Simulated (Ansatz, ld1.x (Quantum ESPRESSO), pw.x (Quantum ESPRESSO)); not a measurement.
## Equation-of-state test of one RRKJ potential (C)

carbon, norm-conserving RRKJ (Kleinman–Bylander form), made with ld1.x (Quantum ESPRESSO) 7.5 (PBE, scalar-relativistic). Core [He], reference 2s2 2p2. Waves: 2s (bound): rc 1.15 bohr; 2p (bound): rc 1.90 bohr; 3d channel at -0.15 Ry: rc 1.90 bohr. Local part: all-electron potential smoothed inside 1.20 bohr (lloc = -1). Core correction: none. rho0 = 0.02.

Crystal test: fcc C in pw.x 7.5, no spin, 18³ k-points, Fermi–Dirac smearing 0.01 Ry, cutoffs 75/300 Ry. The reference is all-electron LAPW (Ansatz 0.2.0) with the same functional, mesh and smearing; V0 and B0 come from Birch–Murnaghan fits to the pressures at five volumes. Errors are pseudo minus all-electron; Δ is the rms difference of the E(V) curves that follow from these fits, minima aligned, over ±6 % about the mean V0. Mesh and smearing are coarse, so the numbers serve the comparison and aren't converged zero-temperature values; the lattice is a test structure that the element need not adopt.

All-electron: a0 = 3.083 Å (V0 = 7.33 Å³/atom), B0 = 151.8 GPa.

Question: How far does the potential miss the all-electron equation of state?

Answer: mean pressure error (GPa): +0.89; a0 (Å): 3.089; a0 error (%): +0.20; B0 error (%): -1.8; Δ (meV/atom): 1.4.

| V (Å³/atom) | P all-electron (GPa) | P pseudo (GPa) |
| --- | --- | --- |
| 7.083 | 5.44 | 6.35 |
| 7.270 | 1.19 | 2.10 |
| 7.456 | -2.58 | -1.69 |
| 7.642 | -5.94 | -5.07 |
| 7.829 | -8.92 | -8.07 |

Question: At the middle volume, how do free energy and pressure move when the wave cutoff is lowered (ecutrho kept at four times it)?

Answer:

| cutoff (Ry) | shift of F (meV/atom) | shift of P (GPa) |
| --- | --- | --- |
| 34 | +307.2 | -20.77 |
| 45 | +65.8 | -6.76 |
| 60 | +3.3 | -0.75 |

The run at the middle volume (195 k-points, 5 iterations) took about 9.2 s on one core of a shared host (Neoverse-V1, 32 threads, 247 GiB, load 20).
